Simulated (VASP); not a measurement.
# AlN (F-43m) in VASP: notebook

One crystal, AlN, is run at these levels: PBEsol; tasks: relaxation of cell and atoms.

Everything below comes from runs of VASP 6.6.1. Logs are shortened: lines on timing, memory, paths and dates and some standing lists are left out, and cuts for length are marked.

### Step 1. The structure

It takes space group F-43m (No. 216, cubic). Conventional cell: a = 4.368 Å, b = 4.368 Å, c = 4.368 Å, α = 90.00°, β = 90.00°, γ = 90.00°. Al (site symmetry -43m) is surrounded by 4 N at 1.89 Å. Around N (site symmetry -43m) lie 4 Al at 1.89 Å.

Measurements of this composition are mostly on another form, of space group No. 186.

### Step 2. Relaxation of cell and atoms, PBEsol

Contents of INCAR:

```
SYSTEM = AlN
ALGO = Normal
EDIFF = 1E-6
EDIFFG = -0.01
ENCUT = 600
GGA = PS
IBRION = 2
ISIF = 3
ISMEAR = 0
KPAR = 4
LASPH = .TRUE.
LCHARG = .FALSE.
LREAL = .FALSE.
LWAVE = .FALSE.
NELM = 80
NSW = 90
PREC = Accurate
SIGMA = 0.03
```

Contents of KPOINTS:

```
k-points
0
G
  10 10 10
  0 0 0
```

Contents of POSCAR:

```
AlN
1.0
    0.0000000000      2.1839935596      2.1839935596
    2.1839935596      0.0000000000      2.1839935596
    2.1839935596      2.1839935596      0.0000000000
Al N
1 1
Direct
    0.0000000000      0.0000000000      0.0000000000
    0.7500000000      0.7500000000      0.7500000000
```

Potentials or basis: VASP PAW PBE potentials, release 64 (Al, N).

Run with:

```bash
$ cat potpaw_PBE.64/Al/POTCAR potpaw_PBE.64/N/POTCAR > POTCAR
$ mpirun -np 4 vasp_std > vasp.out
```

OUTCAR:

```text
SYSTEM = AlN
   EDIFF = 1E-6
   EDIFFG = -0.01
   ENCUT = 600
   GGA = PS
   IBRION = 2
   ISIF = 3
   ISMEAR = 0
   LASPH = .TRUE.
   LREAL = .FALSE.
   NELM = 80
   NSW = 90
   PREC = Accurate

 ion  position               nearest neighbor table
   1  0.000  0.000  0.000-   2 1.89   2 1.89   2 1.89   2 1.89
   2  0.750  0.750  0.750-   1 1.89   1 1.89   1 1.89   1 1.89

  LATTYP: Found a face centered cubic cell.
 ALAT       =     4.3679871192

  Lattice vectors:

 A1 = (   0.0000000000,   2.1839935596,   2.1839935596)
 A2 = (   2.1839935596,   0.0000000000,   2.1839935596)
 A3 = (   2.1839935596,   2.1839935596,   0.0000000000)

Analysis of symmetry for initial positions (statically):
=====================================================================
 Subroutine PRICEL returns:
 Original cell was already a primitive cell.

 Routine SETGRP: Setting up the symmetry group for a
 face centered cubic supercell.

 Subroutine GETGRP returns: Found 24 space group operations
 (whereof 24 operations were pure point group operations)
 out of a pool of 48 trial point group operations.

The static configuration has the point symmetry T_d .

Analysis of symmetry for dynamics (positions and initial velocities):
=====================================================================
 Subroutine PRICEL returns:
 Original cell was already a primitive cell.

 Routine SETGRP: Setting up the symmetry group for a
 face centered cubic supercell.

 Subroutine GETGRP returns: Found 24 space group operations
 (whereof 24 operations were pure point group operations)
 out of a pool of 48 trial point group operations.

The dynamic configuration has the point symmetry T_d .

 Subroutine INISYM returns: Found 24 space group operations
 (whereof 24 operations are pure point group operations),
 and found     1 'primitive' translations

----------------------------------------------------------------------------------------

                                     Primitive cell

  volume of cell :      20.8345

  direct lattice vectors                    reciprocal lattice vectors
     0.000000000  2.183993560  2.183993560    -0.228938404  0.228938404  0.228938404
     2.183993560  0.000000000  2.183993560     0.228938404 -0.228938404  0.228938404
     2.183993560  2.183993560  0.000000000     0.228938404  0.228938404 -0.228938404

  length of vectors
     3.088633312  3.088633312  3.088633312     0.396532948  0.396532948  0.396532948

  position of ions in fractional coordinates (direct lattice)
     0.000000000  0.000000000  0.000000000
     0.750000000  0.750000000  0.750000000

  ion indices of the primitive-cell ions
   primitive index   ion index
                 1           1
                 2           2

----------------------------------------------------------------------------------------

 KPOINTS: k-points

Automatic generation of k-mesh.
 Grid dimensions read from file:
 generate k-points for:   10   10   10

 Generating k-lattice:

  Cartesian coordinates                     Fractional coordinates (reciprocal lattice)
    -0.022893840  0.022893840  0.022893840     0.100000000  0.000000000  0.000000000
     0.022893840 -0.022893840  0.022893840     0.000000000  0.100000000  0.000000000
     0.022893840  0.022893840 -0.022893840     0.000000000  0.000000000  0.100000000

  Length of vectors
     0.039653295  0.039653295  0.039653295

  Shift w.r.t. Gamma in fractional coordinates (k-lattice)
     0.000000000  0.000000000  0.000000000

 Subroutine IBZKPT returns following result:
 ===========================================

 Found     47 irreducible k-points:

 Following reciprocal coordinates:
            Coordinates               Weight
  0.000000  0.000000  0.000000      1.000000
  0.100000  0.000000  0.000000      8.000000
  0.200000  0.000000  0.000000      8.000000
  0.300000  0.000000  0.000000      8.000000
  0.400000  0.000000  0.000000      8.000000
  0.500000  0.000000  0.000000      4.000000
[... 16 lines left out ...]
  0.300000  0.300000  0.000000      6.000000
  0.400000  0.300000  0.000000     24.000000
 [... further k-points ...]
   k-points           NKPTS =     47   k-points in BZ     NKDIM =     47   number of bands    NBANDS=      8
   number of dos      NEDOS =    301   number of ions     NIONS =      2
   total plane-waves  NPLWV =  21952
   dimension x,y,z NGX =    28 NGY =   28 NGZ =   28
   dimension x,y,z NGXF=    56 NGYF=   56 NGZF=   56
   ions per type =               1   1
   NGX,Y,Z   is equivalent  to a cutoff of  15.07, 15.07, 15.07 a.u.
   NGXF,Y,Z  is equivalent  to a cutoff of  30.14, 30.14, 30.14 a.u.
 SYSTEM =  AlN
   PREC   = accura    normal or accurate (medium, high low for compatibility)
   ISTART =      0    job   : 0-new  1-cont  2-samecut
   ICHARG =      2    charge: 1-file 2-atom 10-const
   ISPIN  =      1    spin polarized calculation?
   LNONCOLLINEAR =      F non collinear calculations
   LSORBIT =      F    spin-orbit coupling
   LASPH  =      T    aspherical Exc in radial PAW
   ENCUT  =  600.0 eV  44.10 Ry    6.64 a.u.   6.17  6.17  6.17*2*pi/ulx,y,z
   NELM   =     80;   NELMIN=  2; NELMDL= -5     # of ELM steps
   EDIFF  = 0.1E-05   stopping-criterion for ELM
   LREAL  =      F    real-space projection
   EDIFFG = -.1E-01   stopping-criterion for IOM
   NSW    =     90    number of steps for IOM
   IBRION =      2    ionic relax: 0-MD 1-quasi-New 2-CG
   NFREE  =      1    steps in history (QN), initial steepest desc. (CG)
   ISIF   =      3    stress and relaxation
   ISYM   =      2    0-nonsym 1-usesym 2-fastsym
   POTIM  = 0.5000    time-step for ionic-motion
   TEBEG  =    0.0;   TEEND  =   0.0 temperature during run
   PSTRESS=    0.0 pullay stress
   NELECT =       8.0000    total number of electrons
   NUPDOWN=      -1.0000    fix difference up-down
   EMIN   =  10.00;   EMAX   =-10.00  energy-range for DOS
   EFERMI =   0.00;   METHOD = LEGACY
   ISMEAR =     0;   SIGMA  =   0.03  broadening in eV -4-tet -1-fermi 0-gaus
   EFERMI_NEDOS =   21; number of points for ismear=-14 and -15
   IALGO  =     38    algorithm
   IMIX   =      4    mixing-type and parameters
     AMIX     =   0.40;   BMIX     =  1.00
     AMIX_MAG =   1.60;   BMIX_MAG =  1.00
  volume/ion in A,a.u.               =      10.42        70.30
  Fermi-wavevector in a.u.,A,eV,Ry     =   1.189899  2.248583 19.263943  1.415860
  Thomas-Fermi vector in A             =   2.325996
   LORBIT       =      0    0 simple, 1 ext, 2 COOP (PROOUT), +10 PAW based schemes
   GGA     = PS    functional components
   LHFCALC =     F    Hartree Fock is set to
   AEXX    =    0.0000 exact exchange contribution
   IVDW    =     0    specifies the selected vdW correction
   LEPSILON=     F    determine dielectric tensor
   LRPA    =     F    only Hartree local field effects (RPA)
 conjugate gradient relaxation of ions
 non-spin polarized calculation
 Gauss-broadening in eV      SIGMA  =   0.03
  energy-cutoff  :      600.00
  volume of cell :       20.83
 maximum number of plane-waves:       725
 NGX is ok and might be reduce to    28
   NGX = 13   NGY = 13   NGZ = 13

--------------------------------------- Ionic step        1  -------------------------------------------

 number of electron       7.9999999 magnetization

 Free energy of the ion-electron system (eV)
  ---------------------------------------------------
  ext. energy  EPLUGINS =         0.00000000
  ---------------------------------------------------
  free energy    TOTEN  =       -15.61236634 eV

  energy without entropy =      -15.61236634  energy(sigma->0) =      -15.61236634

------------------------ aborting loop because EDIFF is reached ----------------------------------------

  FORCE on cell =-STRESS in cart. coord.  units (eV):
  Direction    XX          YY          ZZ          XY          YZ          ZX
  --------------------------------------------------------------------------------------
  -------------------------------------------------------------------------------------
  Total        0.1568646      0.1568646      0.1568646      0.0000000     -0.0000000      0.0000000
  in kB       12.0628895     12.0628895     12.0628895      0.0000000     -0.0000000      0.0000000
  external PRESSURE =      12.0628895 kB  Pullay stress =       0.0000000 kB
[... 57 lines left out ...]
  energy  without entropy=      -15.6124403363  energy(sigma->0) =      -15.61244034

--------------------------------------- Ionic step        3  -------------------------------------------

 number of electron       7.9999999 magnetization

 Free energy of the ion-electron system (eV)
  ---------------------------------------------------
  ext. energy  EPLUGINS =         0.00000000
  ---------------------------------------------------
  free energy    TOTEN  =       -15.61282757 eV

  energy without entropy =      -15.61282757  energy(sigma->0) =      -15.61282757

 E-fermi :   5.9412     XC(G=0): -11.1035

 val. band max:        5.8221185003   @ k =   0.0000   0.0000   0.0000
 cond. band min:       9.0067330302   @ k =   0.5000   0.5000   0.0000
 fundamental gap:      3.1846145299
 Fermi energy:         5.9412036787

 k-point     1 :       0.0000    0.0000    0.0000
  band No.  band energies     occupation
      1      -9.1023      2.00000
      2       5.8221      2.00000
      3       5.8221      2.00000
      4       5.8221      2.00000
      5       9.9033      0.00000
      6      18.2335      0.00000
      7      18.2335      0.00000
      8      18.2335      0.00000
[... 243 lines left out ...]
 k-point    24 :       0.4000    0.3000    0.0000
  band No.  band energies     occupation
      1      -7.0807      2.00000
      2       1.6531      2.00000
      3       4.1087      2.00000
      4       4.4115      2.00000
      5      10.6089      0.00000
      6      15.1915      0.00000
      7      17.9256      0.00000
      8      20.2454      0.00000

 [... further k-points ...]
[... 5 lines left out ...]
  --------------------------------------------------------------------------------------
  -------------------------------------------------------------------------------------
  Total        0.0004313      0.0004313      0.0004313      0.0000000      0.0000000      0.0000000
  in kB        0.0329718      0.0329718      0.0329718      0.0000000      0.0000000      0.0000000
  external PRESSURE =       0.0329718 kB  Pullay stress =       0.0000000 kB
[... 17 lines left out ...]
  FREE ENERGIE OF THE ION-ELECTRON SYSTEM (eV)
  ---------------------------------------------------
  free  energy   TOTEN  =       -15.6128275750 eV

  energy  without entropy=      -15.6128275750  energy(sigma->0) =      -15.61282757

 reached required accuracy - stopping structural energy minimisation
```

Wall time 4.5 s (4 MPI ranks of Intel Xeon 6975P-C (Granite Rapids), shared host); peak memory 0.14 GiB.

Results:

```yaml
Free_energy: -15.6128 eV
Relaxed_volume: 10.48 Å³/atom
Relaxed_cell: a = 3.095 Å, b = 3.095 Å, c = 3.095 Å, α = 60.00°, β = 60.00°, γ = 60.00°
Space_group_after_relaxing_to_0.05_Å: F-43m (No. 216)
Energy_gained_by_relaxing: 0.2 meV/atom
Ionic_steps: 3
Pressure_after_relaxing: 0.0 GPa
Band_gap_on_the_k_mesh: 3.18 eV, indirect (least direct gap 4.08 eV)
```

Step by step:
```csv
step,energy change (eV),largest force (eV/Å),pressure (GPa),volume (Å³)
1,0.0000,0.0000,1.21,20.83
2,-0.0001,0.0000,-1.08,21.07
3,-0.0005,0.0000,0.00,20.96
```

Final structure:
```
Al N
1.0
     0.00000    2.18830    2.18830
     2.18830    0.00000    2.18830
     2.18830    2.18830    0.00000
Al N
1 1
Direct
  0.00000 0.00000 0.00000
  0.75000 0.75000 0.75000
```

Levels at points of the mesh, in eV from the valence-band top:
```csv
k point,band 2,band 3,band 4,band 5,band 6,band 7
"(0.00, 0.00, 0.00)",0.00,0.00,0.00,4.08,12.41,12.41
"(0.50, 0.00, 0.00)",-5.89,-0.48,-0.48,7.23,9.73,11.00
"(0.50, 0.50, 0.00)",-4.93,-1.78,-1.78,3.18,8.45,13.79
```

Caveat: the PAW data sets were made with another functional, which shifts forces and pressure a little. A k mesh can miss the band edges.

(Part 1 of 2 ends here.)
